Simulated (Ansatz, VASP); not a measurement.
# One calculation of HfC, two programs

The input INCAR:

```
SYSTEM = HfC
ALGO = Normal
EDIFF = 1E-8
ENCUT = 520
GGA = PE
ISIF = 2
ISMEAR = -1
LASPH = .TRUE.
LCHARG = .FALSE.
LEFG = .TRUE.
LREAL = .FALSE.
LWAVE = .FALSE.
NBANDS = 14
NELM = 100
PREC = Accurate
SIGMA = 0.08
```

KPOINTS

```
k-points
0
G
  11 11 11
  0 0 0
```

File POSCAR:

```
HfC
1.0
    0.0000000000      2.4965437627      2.4965437627
    2.4965437627      0.0000000000      2.4965437627
    2.4965437627      2.4965437627      0.0000000000
Hf C
1 1
Direct
    0.0000000000      0.0000000000      0.0000000000
    0.2500000000      0.2500000000      0.2500000000
```

Input for Ansatz:

```yaml
crystal:
  lattice:
    - [0.0, 2.4965437627, 2.4965437627]
    - [2.4965437627, 0.0, 2.4965437627]
    - [2.4965437627, 2.4965437627, 0.0]
  atoms:
    - { symbol: Hf, position: [0.0, 0.0, 0.0] }
    - { symbol: C, position: [0.25, 0.25, 0.25] }
kpoints:
  mp_grid: { grid: [11, 11, 11] }
scf:
  occupations: { method: fermi_dirac, width: 0.08 }
hamiltonian:
  xc: pbe
  pseudopotentials: { kind: paw }
output:
  forces: true
  stress: true
  eigenvalues: true
  efg: { contact_densities: true }
```

Change from the starting cell: volume scaled by 0.97, PAW files.

Alike in both runs: task electric field gradients; functional PBE; k mesh 11 × 11 × 11; occupations fermi-dirac, width 0.08 eV; no spin polarisation.

|  | VASP | Ansatz |
| --- | --- | --- |
| version | VASP 6.6.1 | Ansatz 0.2.0 |
| potentials or method | VASP PAW PBE potentials, release 64 (Hf_pv, C) | PAW with Ansatz's default frozen-core files, scalar-relativistic |
| plane-wave cutoff (eV) | 520 | 420 |
| valence electrons in the cell | 14 | 30 |

|  | VASP | Ansatz | Ansatz less VASP |
| --- | --- | --- | --- |
| pressure (GPa) | 4.7 | 5.0 | +0.30 |
| Vzz of the field gradient on the site that differs most (V/Å²) | 0.0 | 0.0 | 0.00 |

The functional is the same, so the differences come from potentials, cutoffs and numerics. The two sets of potentials don't hold the same shells in valence. Ansatz warned: «gradients_without_spin_orbit».

Caveats: spin-orbit coupling is left out, which moves the levels of the heavy elements; an odd mesh through Γ misses points on the zone boundary, where band edges often lie.
